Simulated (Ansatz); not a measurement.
# CdS (Greenockite) (P6_3mc) in Ansatz: reference runs, part 2 of 2

Ansatz 0.2.0. The steps go on from the part before.

**7. Single point, PBE, 25.12 Å³/atom**

The input, input.yaml:

```yaml
crystal:
  lattice:
    - [4.15, 0.0, 0.0]
    - [-2.075, 3.5940054257, 0.0]
    - [0.0, 0.0, 6.737]
  atoms:
    - { symbol: Cd, position: [0.6666666667, 0.3333333333, 0.5] }
    - { symbol: Cd, position: [0.3333333333, 0.6666666667, 0.0] }
    - { symbol: S, position: [0.6666666667, 0.3333333333, 0.875] }
    - { symbol: S, position: [0.3333333333, 0.6666666667, 0.375] }
hamiltonian:
  xc: pbe
  pseudopotentials: { kind: paw }
kpoints:
  mp_grid: { grid: [7, 7, 4] }
scf:
  occupations: { method: fermi_dirac, width: 0.05 }
output:
  forces: true
  stress: true
  eigenvalues: true
```

Potentials or basis: Ansatz PAW.

The run is started by

```bash
$ ansatz run input.yaml --threads 2 --pin off --max-ram 5120MiB --backend cpu --events-out ev --progress --plain --runs-dir out
```

Standard output:

```text
Warning: RAYON_NUM_THREADS=2 ignored (pool sized by the plan → 2); use --threads N
Engine: ansatz 0.2.0, aarch64-unknown-linux-gnu
Pseudopotentials: kind: paw
Pseudopotential: Cd, paw, valence charge 20, recommended cutoff 420 eV (normal), Cd.paw.azcp
Pseudopotential: S, paw, valence charge 6, recommended cutoff 420 eV (normal), S.paw.azcp
Functional definition: PBE
  parameter kappa = 0.804
  parameter beta = 0.06672455060314922
  exchange = pbe_x(kappa = kappa, mu = beta*pi^2/3)
  correlation = pbe_c(beta = beta)
Crystal: 4 atoms, lattice volume = 100.483 Å³
Basis set: ecut = 420 eV, 1973 PW (Γ), exchange–correlation on 60×60×96 points (8 copies of the dense FFT grid, shifted against one another)
Bands: 32, of which v1, the nominal top of the filled ones, is band 26 counted from 1 (25 counted from 0)
Symmetry: 12 space group operations
Space group: P63mc (ITA 186), of the structure as read, at distance tolerance 4.6e-5 Å
k-points: 24 of 196 (time reversal used)
Non-local potential: Cd, projectors of the file, l = 0: 3, l = 1: 2, l = 2: 2, l = 3: 1
Non-local potential: S, projectors of the file, l = 0: 2, l = 1: 2, l = 2: 2
PAW form: soft (Blöchl's): semilocal exchange-correlation on the pseudo side does not see the compensation charge
PAW one-centre angular grid: Cd, 590 points (default); XC on 64 Gauss nodes
PAW one-centre angular grid: S, 110 points (default); XC on 64 Gauss nodes
Initial density: superposition of atomic densities (neutral atoms: chi_scale 0, normalization atom), corrected by the library's trained network
Initial wavefunctions: pseudopotential atomic-orbital guess
Functional: x = pbe(κ = 0.804, μ = 0.2195149727645171), c = pbe(β = 0.06672455060314922)
SCF iter   1: F=—  HF=-18315.636110 eV  |F-HF|=—  |Δ(HF+E_count)|=         —  Δρ=6.11e-4  dr2=4.49e-4  ethr=1.77e-3  ⟨swp⟩=6.0  Hψ=3046  notcnv=0
preconditioner: auto → Resta (q_TF=auto, 2.445 Å⁻¹)  ε∞=4.7  [insulator: Δε(μ)=1.190 eV  Ē_g=11.629 eV  σ=0.050 eV  W_gap=1.00  n_scr=22 (ndim 8)  ℏωp=22.2 eV  f_vac=0.131  D(μ)=0.00/eV (n_scr^D=0)  ε∞_Penn≈4.7]
SCF iter   2: F=—  HF=-18315.637668 eV  |F-HF|=—  |Δ(HF+E_count)|=   1.56e-3  Δρ=3.10e-4  dr2=1.18e-4  ethr=8.64e-7  ⟨swp⟩=2.8  Hψ=1616  notcnv=0
SCF iter   3: F=—  HF=-18315.637730 eV  |F-HF|=—  |Δ(HF+E_count)|=   6.14e-5  Δρ=1.09e-4  dr2=9.67e-6  ethr=2.27e-7  ⟨swp⟩=2.0  Hψ=1160  notcnv=0
automatic band count: iteration 3 solves 31 bands in place of 32: the levels show a gap, and the empty bands left out lie too high to hold charge; the band table lists the bands solved (type scf.n_extra_bands for more)
SCF iter   4: F=—  HF=-18315.637818 eV  |F-HF|=—  |Δ(HF+E_count)|=   8.83e-5  Δρ=4.53e-5  dr2=1.94e-6  ethr=1.86e-8  ⟨swp⟩=2.1  Hψ=1150  notcnv=0
SCF iter   5: F=—  HF=-18315.637822 eV  |F-HF|=—  |Δ(HF+E_count)|=   3.75e-6  Δρ=1.00e-5  dr2=1.26e-7  ethr=3.72e-9  ⟨swp⟩=2.0  Hψ=1160  notcnv=0
SCF iter   6: F=-18315.637822 eV  HF=-18315.637822 eV  |F-HF|=1.07e-8  |Δ(HF+E_count)|=   1.92e-7  Δρ=3.56e-6  dr2=1.85e-8  ethr=1.92e-10  ⟨swp⟩=6.4  Hψ=3040  notcnv=0
SCF 1 converged in 6 iterations: F = -18315.637822 eV  dr2 = 1.85e-8
SCF converged after 6 iterations
Free energy (F): -18315.637822 eV
Harris-Foulkes:  -18315.637822 eV  (|F-HF|=1.07e-8)
Internal energy: -18315.637822 eV  (E = F + TS)
E sigma→0 (E₀):  -18315.637822 eV
Entropy (-TS):   -0.000000 eV (-0.000 meV/atom)
Fermi energy:    7.360296 eV
--- Per-component energies (eV) ---
  E_band       = -1020.660845
  E_kinetic    = 1223.478164
  E_local      = -8071.791130  (includes V_loc(G=0)·N_el)
  E_nonlocal   = 124.357293
  E_hartree    = 3706.034857
  E_xc         = -547.680567
  E_vxc        = -618.076423  (∫ρ·V_xc dr)
  E_paw        = -9367.644245  (= ΣΔE_a)
  E_vpaw       = -1090.706011  (= ΣTr[D̂ρ^β])
  E_aug_tail   = 0.000032  (compensation charges beyond the density's cutoff)
  E_ewald      = -5382.392226
  E_smearing   = -0.000000  (= −TS)
  E_closure    = -0.000000  (closes the sum)
  Σ components = -18315.637822   (vs F -18315.637822, Δ=0.00e0)
--- Forces (eV/Å), atoms counted from 1 ---
  atom   1  Cd     0.00000000    -0.00000000    -0.06785751
  atom   2  Cd     0.00000000     0.00000000    -0.06785751
  atom   3  S      0.00000000    -0.00000000     0.06785337
  atom   4  S      0.00000000     0.00000000     0.06785337
  max |Σ_I F_I| component: 8.28e-6 eV/Å
--- Stress (GPa, compression-positive) ---
        1.860164       0.000000      -0.000000
        0.000000       1.860164      -0.000000
       -0.000000       0.000000       2.495874
  P = ⅓ Tr σ = 2.0721 GPa (20.721 kbar)
--- Band table (eV; the first three rows and the last of 24) ---
  k-point 0: bands = ["-94.5374", "-94.5374", "-55.6103", "-55.6103", "-55.6101", "-55.6101", "-55.6100", "-55.6094", "-5.5605", "-5.1338", "-0.9349", "-0.9129", "-0.9129", "-0.8272", "-0.8272", "-0.5139", "-0.5139", "-0.4247", "-0.4247", "-0.0901", "2.4050", "5.9765", "5.9765", "6.6889", "6.7317", "6.7317", "7.9277", "9.5228", "13.1915", "13.1915", "13.5174"]
  k-point 1: bands = ["-94.5374", "-94.5374", "-55.6102", "-55.6102", "-55.6102", "-55.6102", "-55.6099", "-55.6095", "-5.4965", "-5.1938", "-0.9037", "-0.9037", "-0.8890", "-0.8432", "-0.8432", "-0.4980", "-0.4980", "-0.4348", "-0.4348", "-0.3550", "3.0106", "5.6996", "6.0807", "6.0807", "6.6141", "6.6141", "8.8119", "9.5956", "13.0353", "13.2610", "13.2610"]
  k-point 2: bands = ["-94.5374", "-94.5374", "-55.6102", "-55.6102", "-55.6102", "-55.6102", "-55.6097", "-55.6097", "-5.3432", "-5.3432", "-0.8768", "-0.8768", "-0.8768", "-0.8768", "-0.7095", "-0.7095", "-0.4635", "-0.4635", "-0.4635", "-0.4635", "4.2853", "4.2853", "6.3408", "6.3408", "6.3408", "6.3408", "9.5729", "9.5729", "12.9037", "12.9037", "13.5392"]
  k-point 23: bands = ["-94.5374", "-94.5374", "-55.6106", "-55.6106", "-55.6104", "-55.6104", "-55.6096", "-55.6096", "-5.0507", "-5.0507", "-0.7538", "-0.7538", "-0.7194", "-0.7194", "-0.5344", "-0.5344", "-0.4719", "-0.4719", "0.0166", "0.0166", "2.8082", "2.8082", "4.5023", "4.5023", "5.6080", "5.6080", "11.0578", "11.0578", "12.7340", "12.7340", "13.2859"]
```

Run time: 3.1 s. Hardware: 2 threads of Arm Neoverse V1, shared host; peak memory 0.34 GiB.

What came out:

* Free energy: -18315.6378 eV
* Pressure: 2.1 GPa
* Largest force: 0.068 eV/Å
* Band gap on the k mesh: 1.20 eV, direct

Caveat: odd divisions of the mesh miss points on the zone boundary, where band edges often lie, so the gap on the mesh can be too wide.

**8. Single point, PBE, 25.62 Å³/atom (volume scaled by 1.02)**

Edit input.yaml of step 7 so:

```diff
@@ -2,5 +2,5 @@
   lattice:
-    - [4.15, 0.0, 0.0]
-    - [-2.075, 3.5940054257, 0.0]
-    - [0.0, 0.0, 6.737]
+    - [4.1774842447, 0.0, 0.0]
+    - [-2.0887421223, 3.6178074798, 0.0]
+    - [0.0, 0.0, 6.7816171943]
   atoms:
```

The run is started by

```bash
$ ansatz run input.yaml --threads 2 --pin off --max-ram 5120MiB --backend cpu --events-out ev --progress --plain --runs-dir out
```

Wall time 3.1 s (2 threads of Arm Neoverse V1, shared host); peak memory 0.34 GiB.

Results (log left out):

```yaml
Free_energy: -18315.6562 eV
Pressure: 0.9 GPa
Largest_force: 0.064 eV/Å
Band_gap_on_the_k_mesh: 1.15 eV, direct
```

Caveat: odd divisions of the mesh miss points on the zone boundary, where band edges often lie, so the gap on the mesh can be too wide.

**9. Single point, PBE, 26.13 Å³/atom (volume scaled by 1.04)**

Edit input.yaml of step 8 so:

```diff
@@ -2,5 +2,5 @@
   lattice:
-    - [4.1774842447, 0.0, 0.0]
-    - [-2.0887421223, 3.6178074798, 0.0]
-    - [0.0, 0.0, 6.7816171943]
+    - [4.2046115259, 0.0, 0.0]
+    - [-2.1023057629, 3.6413003944, 0.0]
+    - [0.0, 0.0, 6.8256549035]
   atoms:
@@ -21 +21,5 @@
   eigenvalues: true
+  write_density: true
+  write_potential: true
+  elf: true
+  volumetric_format: npy
```

Potentials or basis: Ansatz PAW.

The run is started by

```bash
$ ansatz run input.yaml --threads 2 --pin off --max-ram 5120MiB --backend cpu --events-out ev --progress --plain --runs-dir out
```

Wall time 4.5 s (2 threads of Arm Neoverse V1, shared host); peak memory 0.36 GiB.

Results (log left out):

```
Free energy            : -18315.6606 eV
Pressure               : -0.2 GPa
Largest force          : 0.060 eV/Å
Band gap on the k mesh : 1.10 eV, direct
```

Caveat: odd divisions of the mesh miss points on the zone boundary, where band edges often lie, so the gap on the mesh can be too wide.

**10. Single point, PBE, 26.63 Å³/atom (volume scaled by 1.06)**

Edit input.yaml of step 9 so:

```diff
@@ -2,5 +2,5 @@
   lattice:
-    - [4.2046115259, 0.0, 0.0]
-    - [-2.1023057629, 3.6413003944, 0.0]
-    - [0.0, 0.0, 6.8256549035]
+    - [4.2313932131, 0.0, 0.0]
+    - [-2.1156966065, 3.6644940159, 0.0]
+    - [0.0, 0.0, 6.8691315847]
   atoms:
```

The run is started by

```bash
$ ansatz run input.yaml --threads 2 --pin off --max-ram 5120MiB --backend cpu --events-out ev --progress --plain --runs-dir out
```

Wall time 4.6 s (2 threads of Arm Neoverse V1, shared host); peak memory 0.36 GiB.

Results (log left out):

```
Free energy            : -18315.6523 eV
Pressure               : -1.1 GPa
Largest force          : 0.057 eV/Å
Band gap on the k mesh : 1.06 eV, direct
```

Caveat: odd divisions of the mesh miss points on the zone boundary, where band edges often lie, so the gap on the mesh can be too wide.

**11. Equation of state, PBE**

Potentials or basis: Ansatz PAW.

This step only gathers the single runs of the series.

What came out:

```
Equilibrium volume                        : 26.04 Å³/atom
Bulk modulus at fixed shape and positions : 53 GPa
Pressure derivative of the bulk modulus   : 4.6
```

Energy against volume, from the lowest point:
```csv
volume (Å³/atom),energy (meV/atom)
23.614,44.90
24.116,27.13
24.618,14.22
25.121,5.69
25.623,1.09
26.126,0.00
26.628,2.08
```

Caveat: the cell was scaled at fixed shape and fractional positions, which overstates the stiffness of a crystal with free parameters, most of all of layers and chains.

**12. Summary**

```tsv
task	cell	gap on the mesh (eV)	pressure (GPa)	largest force (eV/Å)
single point	as given	1.20	2.1	0.07
single point	atoms moved at random, drawn with an rms of 0.05 Å	1.19	2.2	0.41
equation of state	as given	-	-	-
```

Alike in all rows: level PBE; potentials or basis Ansatz PAW; no spin polarisation; k mesh 7 × 7 × 4; cutoff (eV) 420; smearing fermi-dirac 0.05 eV.

Caveats: odd divisions of the mesh miss points on the zone boundary, where band edges often lie, so the gap on the mesh can be too wide (some runs); the cell was scaled at fixed shape and fractional positions, which overstates the stiffness of a crystal with free parameters, most of all of layers and chains (some runs).

Total energies depend on the potentials used, so only differences within one code and one set of settings carry meaning.

**13. Comparison with measurements**

Step 2. Measured gap of CdS: 2.5809 eV (quoted in “Isotope dependence of band-gap energy”, 2008, arxiv:0807.2152). This calculation gives 1.20 eV (-1.38 eV). So large a miss can be the level of theory's own, or it may mean another phase, state or a wrong row. Spin-orbit coupling on Cd is left out. The value is that of PBE, without temperature or zero-point motion. Semilocal functionals fall short of measured gaps as a rule.
